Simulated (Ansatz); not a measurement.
Rocksalt KF, relaxed with r2SCAN in the PAW code Ansatz. The symmetry is Fm-3m (No. 225, cubic); a = 5.318 Å in the conventional setting, 18.80 Å³ an atom. K is surrounded by 6 F at 2.66 Å; F is surrounded by 6 K at 2.66 Å.

The axes x, y and z are those of this cell:
```
K F
1.0
     0.00000    2.65896    2.65896
     2.65896    0.00000    2.65896
     2.65896    2.65896    0.00000
K F
1 1
Direct
  0.00000 0.00000 0.00000
  0.50000 0.50000 0.50000
```

Unstrained: PBE gives a direct gap of 6.259 eV at Γ. r2SCAN gives a direct gap of 6.908 eV at Γ. HSE06 gives a direct gap of 8.263 eV at Γ. Meshes: PBE 8×8×8, r2SCAN 8×8×8, HSE06 6×6×6. Strains are changes of length per length. After each strain the atoms were relaxed again with r2SCAN within the symmetry that the strain leaves, so tilts or polar shifts that break it weren't tested; points keep the names that they have in the unstrained zone. Calculated for a static, non-magnetic cell.

Q: Apply epitaxial +2.07 % in the plane normal to [111], free normal strain -2.22 %. How far does the gap move, against the unstrained cell?

A: PBE: the gap goes from 6.259 to 6.127 eV (-0.132 eV); with r2SCAN the top three valence levels at Γ, degenerate before, become 1+2 from the top over 37 meV. r2SCAN: the gap goes from 6.908 to 6.778 eV (-0.130 eV). HSE06: the gap goes from 8.263 to 8.124 eV (-0.139 eV). The r2SCAN energy rises by 2.4 meV an atom.

Q: One strain changed the r2SCAN stress by xx +6.70, yy +0.95, zz +0.95 GPa (compression positive) and the gap by +0.209 eV (PBE), +0.209 eV (r2SCAN), +0.239 eV (HSE06). Which kind of strain was it, and roughly how large?

A: Uniaxial -5.77 % along x, other directions held. The pattern of the stress gives the kind; the size needs the stiffness, so it is an estimate.

Q: Apply isotropic +1.62 % on every length. How far does the gap move, against the unstrained cell?

A: PBE: the gap goes from 6.259 to 6.008 eV (-0.251 eV). r2SCAN: the gap goes from 6.908 to 6.654 eV (-0.254 eV). HSE06: the gap goes from 8.263 to 7.992 eV (-0.271 eV). The r2SCAN energy rises by 4.6 meV an atom.

The meshes of the hybrids are coarse, so their gaps aren't converged to the digits shown.

The splittings at Γ are without spin-orbit coupling, which regroups them where it is of like size or larger.
